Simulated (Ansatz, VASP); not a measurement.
**Cu: VASP beside Ansatz**

Contents of INCAR:

```
  ALGO = Normal
  EDIFF = 1E-6
  ENCUT = 520
  ISIF = 2
  ISMEAR = -1
  LASPH = T
  LCHARG = T
  LELF = T
  LREAL = F
  LVHAR = T
  LWAVE = F
  NBANDS = 12
  NELM = 100
  PREC = Accurate
  SIGMA = 0.05
```

KPOINTS

```
k-points
0
Gamma
  13 13 13
```

Contents of POSCAR:

```
Cu
1.0
   -1.4133402940      1.4133402940      1.3479902729
    1.4133402940     -1.4133402940      1.3479902729
    1.4133402940      1.4133402940     -1.3479902729
Cu
1
Direct
    0.0000000000      0.0000000000      0.0000000000
```

The input input.yaml:

```yaml
crystal:
  lattice:
    - [-1.413340294, 1.413340294, 1.3479902729]
    - [1.413340294, -1.413340294, 1.3479902729]
    - [1.413340294, 1.413340294, -1.3479902729]
  atoms:
    - { symbol: Cu, position: [0.0, 0.0, 0.0] }
kpoints:
  mp_grid: { grid: [13, 13, 13] }
scf:
  occupations: { method: fermi_dirac, width: 0.05 }
hamiltonian:
  xc: lda
  pseudopotentials: { kind: all_electron, lapw: { basis_error: 0.001 } }
output:
  forces: true
  stress: true
  eigenvalues: true
```

Change from the starting cell: volume scaled by 0.94.

Alike in both runs: task single point; functional LDA; k mesh 13 × 13 × 13; occupations fermi-dirac, width 0.05 eV; no spin polarisation.

|  | VASP | Ansatz |
| --- | --- | --- |
| version | VASP 6.6.1 | Ansatz 0.2.0 |
| potentials or method | VASP PAW LDA potentials, release 64 (Cu) | all-electron LAPW, scalar-relativistic |
| plane-wave cutoff (eV) | 520 | see its input |

```csv
,VASP,Ansatz,Ansatz less VASP
gap on the k mesh at the Fermi level (eV),none,none,-
pressure (GPa),3.7,2.8,-0.88
largest component of the traceless stress (GPa),0.13,0.16,+0.025
```

A gap of «none» marks a metal or a gap that the smearing closes. Ansatz ran all-electron here, so the differences hold the error of VASP's frozen core and of both bases.
